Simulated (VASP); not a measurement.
**In3As: phonons with PBE**

The system is In3As.

```
In As
1.0
     4.67168    0.00000    0.00000
     0.00000    4.67168    0.00000
     0.00000    0.00000    4.67168
In As
3 1
Direct
  0.50000 0.50000 0.00000
  0.50000 0.00000 0.50000
  0.00000 0.50000 0.50000
  0.00000 0.00000 0.00000
```

The cell comes from a database or a generator and needn't be the stable form of this composition.

| Item | Value |
| --- | --- |
| Program | VASP 6.6.1 |
| Task | phonons |
| Functional | PBE |
| Potentials or basis | VASP PAW PBE potentials, release 64 (In_d, As) |
| Cutoff | 600 eV |
| k mesh | 6 × 6 × 6 |
| Occupations | fermi-dirac, width 0.05 eV |
| Spin | no spin polarisation |
| Ladder | free |
| By perturbation theory | no |
| Further INCAR settings | ALGO = Normal; EDIFF = 1e-08; IBRION = 6; POTIM = 0.015; NSW = 1 |

| Property | Result |
| --- | --- |
| Relaxed volume | 25.87 Å³/atom |
| Relaxed cell | a = 4.695 Å, b = 4.695 Å, c = 4.695 Å, α = 90.00°, β = 90.00°, γ = 90.00° |
| Space group after relaxing (to 0.05 Å) | Pm-3m (No. 221) |
| Highest phonon frequency at Γ, LO-TO splitting left out | 101 cm⁻¹ |
| Most unstable mode | 71i cm⁻¹ |

The path:
| step | energy change (eV) | largest force (eV/Å) | pressure (GPa) | volume (Å³) |
| --- | --- | --- | --- | --- |
| 1 | 0.0000 | 0.0000 | 0.62 | 101.96 |
| 2 | -0.0029 | 0.0000 | 0.02 | 103.42 |
| 3 | -0.0029 | 0.0000 | 0.00 | 103.47 |

Final structure:
```
CELL_PARAMETERS angstrom
4.69466 0.00000 0.00000
0.00000 4.69466 0.00000
0.00000 0.00000 4.69466
ATOMIC_POSITIONS crystal
In 0.50000 0.50000 0.00000
In 0.50000 0.00000 0.50000
In 0.00000 0.50000 0.50000
As 0.00000 0.00000 0.00000
```

Phonon frequencies in cm⁻¹ (negative: imaginary):
```csv
q point,frequencies
"(0.000, 0.000, 0.000)",-71 -71 -71 0 0 0 29 29 29 101 101 101
```

It took 7.1 min on 2 MPI ranks on Intel(R) Xeon(R) Platinum 8259CL CPU @ 2.50GHz (Skylake/Cascade Lake), with other jobs on the host, peak memory 0.45 GiB a rank.

Caveat: some modes are imaginary.
